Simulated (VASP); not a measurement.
## VASP inputs for InP

INCAR, step 1 (ground state)

```
LWAVE = .TRUE.
PREC = Accurate
ISMEAR = 0
LASPH = .TRUE.
GGA = PE
EDIFF = 1E-7
LREAL = .FALSE.
ENCUT = 400
SIGMA = 0.01
LCHARG = .FALSE.
NELM = 120
```

INCAR, step 2 (empty bands)

```
ISMEAR = 0
LCHARG = .FALSE.
NELM = 1
ISTART = 1
EDIFF = 1E-7
PREC = Accurate
LREAL = .FALSE.
ENCUT = 400
ALGO = Exact
LWAVE = .TRUE.
GGA = PE
LOPTICS = .TRUE.
SIGMA = 0.01
NBANDS = 159
LASPH = .TRUE.
```

INCAR, step 3 (GW)

```
NELM = 120
ALGO = EVGW0
NELMGW = 1
LASPH = .TRUE.
ENCUTGW = 120
ENCUTGWSOFT = 120
LWAVE = .FALSE.
SIGMA = 0.01
LCHARG = .FALSE.
ISMEAR = 0
EDIFF = 1E-7
ISTART = 1
ENCUT = 400
PRECFOCK = Fast
GGA = PE
NBANDSGW = 17
NOMEGA = 64
NBANDS = 159
LREAL = .FALSE.
PREC = Accurate
```

KPOINTS

```
KPOINTS created by Atomic Simulation Environment
0
Gamma
6 6 6
0 0 0
```

POSCAR

```
In P
 1.0000000000000000
     0.0000000000000000    2.9350000000000001    2.9350000000000001
     2.9350000000000001    0.0000000000000000    2.9350000000000001
     2.9350000000000001    2.9350000000000001    0.0000000000000000
 In  P
   1   1
Cartesian
  0.0000000000000000  0.0000000000000000  0.0000000000000000
  1.4675000000000000  1.4675000000000000  1.4675000000000000
```

VASP ran with the GW set of PAW datasets (18 valence electrons in the cell).

**Question.** Predict the results.

**Answer.** PBE gap on the mesh 0.68 eV; G₀W₀ gap on the mesh 1.23 eV.
